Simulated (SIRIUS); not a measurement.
SnSe under changes of volume

One of the cells (38.987 Å³/atom); the others are scaled copies at fixed shape and fractional positions:

```
CELL_PARAMETERS angstrom
0.00000 3.39084 3.39084
3.39084 0.00000 3.39084
3.39084 3.39084 0.00000
ATOMIC_POSITIONS crystal
Sn 0.00000 0.00000 0.00000
Se 0.75000 0.75000 0.75000
```

The cell was built by a generator and needn't be a form met in nature.

| Item | Value |
| --- | --- |
| Program | SIRIUS 7.10.0 |
| Functional | PBE |
| Potentials or basis | PseudoDojo 0.4.1 PBE standard (scalar relativistic) |
| Cutoff | 1177 eV |
| Density cutoff | 4707 eV |
| k mesh | 7 × 7 × 7 |
| Occupations | fermi-dirac, width 0.05 eV |
| Spin | no spin polarisation |

```csv
volume (Å³/atom),energy over the lowest point (meV/atom),pressure (GPa),gap on the mesh (eV)
36.648,15.05,2.1,0.13
37.428,6.55,1.3,0.19
38.207,?,?,?
38.987,0.00,0.0,0.30
39.767,1.41,-0.6,0.35
40.547,5.56,-1.1,0.40
41.326,12.21,-1.6,0.45
```

**Question.** What does the run at 38.207 Å³/atom give?

**Answer.** Energy over the lowest point 1.62 meV/atom; pressure 0.6 GPa; gap on the mesh 0.25 eV.

Worked out: A Birch-Murnaghan fit of order 3 (a polynomial in V^(-2/3)) to the other rows has its minimum at 39.00 Å³/atom with B0 = V·E''(V) = 31 GPa and B' = 3.5. It gives 1.63 meV/atom at 38.207 Å³/atom, against the run's 1.62, and -dE/dV = 0.7 GPa, against 0.6. A straight line through the other rows of the gap, of slope 2.65 eV per unit of ln V, gives 0.24 eV, against the run's 0.25.

Energies are extrapolated to zero smearing.

Caveats: spin-orbit coupling is left out, which moves the levels of the heavy elements; an odd mesh through Γ misses points on the zone boundary, where band edges often lie.
